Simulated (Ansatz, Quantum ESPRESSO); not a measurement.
Given: the input of a run of Ansatz 0.2.0 on K. 

File input.yaml:

```yaml
crystal:
  lattice:
    - [-2.6975585167, 2.6975585167, 2.6975585167]
    - [2.6975585167, -2.6975585167, 2.6975585167]
    - [2.6975585167, 2.6975585167, -2.6975585167]
  atoms:
    - { symbol: K, position: [0.0, 0.0, 0.0] }
kpoints:
  mp_grid: { grid: [7, 7, 7] }
scf:
  occupations: { method: fermi_dirac, width: 0.05 }
hamiltonian:
  xc: revpbe
  pseudopotentials: { kind: all_electron, lapw: { basis_error: 0.001 } }
output:
  forces: true
  stress: true
relax:
  f_tol: 0.005
  max_steps: 60
  cell: {}
```

Potentials or basis: all-electron LAPW, scalar-relativistic.

Launch:

```console
$ ansatz run input.yaml --threads 1 --pin off --max-ram 3072MiB --backend cpu --events-out ev --progress --plain --runs-dir out
```

Task: Translate it to Quantum ESPRESSO 7.5 (ASE script). Potentials or basis there: PseudoDojo 0.4.1 SR PBE standard, cutoff 1007 eV.

Result: As run (cutoffs and basis follow the program's own potentials, and thresholds, step limits or extra output files can differ):

run.py

```python
import numpy as np
from ase.calculators.espresso import Espresso, EspressoProfile
import spglib
from ase import Atoms
from ase.io import read

atoms = read('K.cif')
cell, pos, num = spglib.standardize_cell((atoms.cell[:], atoms.get_scaled_positions(), atoms.numbers), to_primitive=True, symprec=1e-4)
atoms = Atoms(numbers=num, cell=cell, scaled_positions=pos, pbc=True)

input_data = {
    'control': {'calculation': 'scf', 'prefix': 'pwscf', 'outdir': './tmp', 'tprnfor': True, 'tstress': True, 'disk_io': 'low'},
    'system': {'ecutwfc': 74.0, 'nbnd': 10, 'input_dft': 'revpbe', 'occupations': 'smearing', 'smearing': 'fd', 'degauss': 0.00367493},
    'electrons': {'conv_thr': 2e-10, 'electron_maxstep': 120, 'mixing_beta': 0.5},
}
pseudopotentials = {'K': 'K.upf'}
profile = EspressoProfile(command='pw.x', pseudo_dir='pseudo')
dft = Espresso(profile=profile, input_data=input_data, pseudopotentials=pseudopotentials, kpts=(7, 7, 7), koffset=(0, 0, 0))
atoms.calc = dft

from ase.optimize import FIRE
from ase.filters import FrechetCellFilter
done = FIRE(FrechetCellFilter(atoms), trajectory='opt.traj').run(fmax=0.02, steps=30)
print('converged', done)
print('cell (A)', np.round(atoms.cell.cellpar(), 5))
print(f'energy {atoms.get_potential_energy():.8f} eV')
print('forces (eV/A)')
print(np.round(atoms.get_forces(), 6))
print('stress (eV/A^3, Voigt)')
print(np.round(atoms.get_stress(), 8))
print(f'Fermi level {dft.get_fermi_level():.4f} eV')
```

The input K.cif:

```cif
data_K
_cell_length_a 5.39511703
_cell_length_b 5.39511703
_cell_length_c 5.39511703
_cell_angle_alpha 90.00000000
_cell_angle_beta 90.00000000
_cell_angle_gamma 90.00000000
_space_group_name_H-M_alt 'Im-3m'
_space_group_name_Hall '-I 4 2 3'
_space_group_IT_number 229
loop_
_space_group_symop_operation_xyz
'x,y,z'
'-x,-y,-z'
'-y,x,z'
'y,-x,-z'
'-x,-y,z'
'x,y,-z'
'y,-x,z'
'-y,x,-z'
'x,-y,-z'
'-x,y,z'
'-y,-x,-z'
'y,x,z'
'-x,y,-z'
'x,-y,z'
'y,x,-z'
'-y,-x,z'
'z,x,y'
'-z,-x,-y'
'z,-y,x'
'-z,y,-x'
'z,-x,-y'
'-z,x,y'
'z,y,-x'
'-z,-y,x'
'-z,x,-y'
'z,-x,y'
'-z,-y,-x'
'z,y,x'
'-z,-x,y'
'z,x,-y'
'-z,y,x'
'z,-y,-x'
'y,z,x'
'-y,-z,-x'
'x,z,-y'
'-x,-z,y'
'-y,z,-x'
'y,-z,x'
'-x,z,y'
'x,-z,-y'
'-y,-z,x'
'y,z,-x'
'-x,-z,-y'
'x,z,y'
'y,-z,-x'
'-y,z,x'
'x,-z,y'
'-x,z,-y'
'x+1/2,y+1/2,z+1/2'
'-x+1/2,-y+1/2,-z+1/2'
'-y+1/2,x+1/2,z+1/2'
'y+1/2,-x+1/2,-z+1/2'
'-x+1/2,-y+1/2,z+1/2'
'x+1/2,y+1/2,-z+1/2'
'y+1/2,-x+1/2,z+1/2'
'-y+1/2,x+1/2,-z+1/2'
'x+1/2,-y+1/2,-z+1/2'
'-x+1/2,y+1/2,z+1/2'
'-y+1/2,-x+1/2,-z+1/2'
'y+1/2,x+1/2,z+1/2'
'-x+1/2,y+1/2,-z+1/2'
'x+1/2,-y+1/2,z+1/2'
'y+1/2,x+1/2,-z+1/2'
'-y+1/2,-x+1/2,z+1/2'
'z+1/2,x+1/2,y+1/2'
'-z+1/2,-x+1/2,-y+1/2'
'z+1/2,-y+1/2,x+1/2'
'-z+1/2,y+1/2,-x+1/2'
'z+1/2,-x+1/2,-y+1/2'
'-z+1/2,x+1/2,y+1/2'
'z+1/2,y+1/2,-x+1/2'
'-z+1/2,-y+1/2,x+1/2'
'-z+1/2,x+1/2,-y+1/2'
'z+1/2,-x+1/2,y+1/2'
'-z+1/2,-y+1/2,-x+1/2'
'z+1/2,y+1/2,x+1/2'
'-z+1/2,-x+1/2,y+1/2'
'z+1/2,x+1/2,-y+1/2'
'-z+1/2,y+1/2,x+1/2'
'z+1/2,-y+1/2,-x+1/2'
'y+1/2,z+1/2,x+1/2'
'-y+1/2,-z+1/2,-x+1/2'
'x+1/2,z+1/2,-y+1/2'
'-x+1/2,-z+1/2,y+1/2'
'-y+1/2,z+1/2,-x+1/2'
'y+1/2,-z+1/2,x+1/2'
'-x+1/2,z+1/2,y+1/2'
'x+1/2,-z+1/2,-y+1/2'
'-y+1/2,-z+1/2,x+1/2'
'y+1/2,z+1/2,-x+1/2'
'-x+1/2,-z+1/2,-y+1/2'
'x+1/2,z+1/2,y+1/2'
'y+1/2,-z+1/2,-x+1/2'
'-y+1/2,z+1/2,x+1/2'
'x+1/2,-z+1/2,y+1/2'
'-x+1/2,z+1/2,-y+1/2'
loop_
_atom_site_label
_atom_site_type_symbol
_atom_site_symmetry_multiplicity
_atom_site_Wyckoff_symbol
_atom_site_fract_x
_atom_site_fract_y
_atom_site_fract_z
_atom_site_occupancy
K1 K 2 a 0.0000000000 0.0000000000 0.0000000000 1
```

Potentials or basis: PseudoDojo 0.4.1 SR PBE standard.

The run is started by

```console
$ OMP_NUM_THREADS=1 python run.py
```

Both were run:

|  | Ansatz | Quantum ESPRESSO |
| --- | --- | --- |
| Relaxed volume | 78.52 Å³/atom | 78.52 Å³/atom |
| Relaxed cell | a = 4.672 Å, b = 4.672 Å, c = 4.672 Å, α = 109.47°, β = 109.47°, γ = 109.47° | a = 4.672 Å, b = 4.672 Å, c = 4.672 Å, α = 109.47°, β = 109.47°, γ = 109.47° |
| Space group after relaxing | Im-3m (No. 229) | Im-3m (No. 229) |
| Pressure after relaxing | 0.0 GPa | 0.0 GPa |

Quantum ESPRESSO's potentials were made for PBE.

Where Ansatz's input types no cutoff or centring, it takes its own default and a Γ-centred mesh.

Pressure is positive in compression.
